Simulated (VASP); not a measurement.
Wanted: the native input for a VASP 6.6.1 run.

| Property | Result |
| --- | --- |
| Task | relaxation of the atoms |
| Functional | PBE |
| Dispersion | D3(BJ) |
| Potentials or basis | VASP PAW PBE potentials, release 64 (C) |
| Cutoff | 600 eV |
| k mesh | 14 × 14 × 14 |
| Occupations | gaussian, width 0.03 eV |
| Spin | no spin polarisation |
| Further INCAR settings | ALGO = Normal; EDIFF = 1e-07; IBRION = 2; EDIFFG = -0.01; NSW = 40 |

The structure of C lies in POSCAR:

```
C                                       
1.0
    0.0000000000      1.8018501630      1.8018501630
    1.8018501630      0.0000000000      1.8018501630
    1.8018501630      1.8018501630      0.0000000000
  C             
     2
Direct
     0.0000000000000000    0.0000000000000000    0.0000000000000000
     0.2500000000000000    0.2500000000000000    0.2500000000000000
```

This isn't the form of C at room conditions, which is graphite.

The cell isn't the ideal one: a relaxed cell with its volume scaled by 1.04.

The input as run:

INCAR

```
SYSTEM = C
PREC = Accurate ; ENCUT = 600
EDIFF = 1E-7 ; ISMEAR = 0
SIGMA = 0.03 ; LREAL = .FALSE.
LASPH = .TRUE. ; NELM = 80
ALGO = Normal ; ISIF = 2
LWAVE = .FALSE. ; LCHARG = .FALSE.
GGA = PE ; IVDW = 12
IBRION = 2 ; NSW = 40
EDIFFG = -0.01
```

KPOINTS

```
regular mesh
0
G
  14 14 14
  0 0 0
```

Potentials or basis: VASP PAW PBE potentials, release 64 (C).

Run with:

```console
$ cat potpaw_PBE.64/C/POTCAR > POTCAR
$ mpirun -np 1 vasp_std > vasp.out
```

Results of the run:

```
Pressure after relaxing    : -16.2 GPa
Band gap on the k mesh     : 4.06 eV, indirect (least direct gap 5.51 eV)
Dispersion energy per atom : -0.186 eV
```

Caveat: the relaxation stopped at its first step, so nothing moved.

Wall time 4.3 s on 1 thread of Intel(R) Xeon(R) 6975P-C (Granite Rapids), on a shared host, peak memory 0.13 GiB.
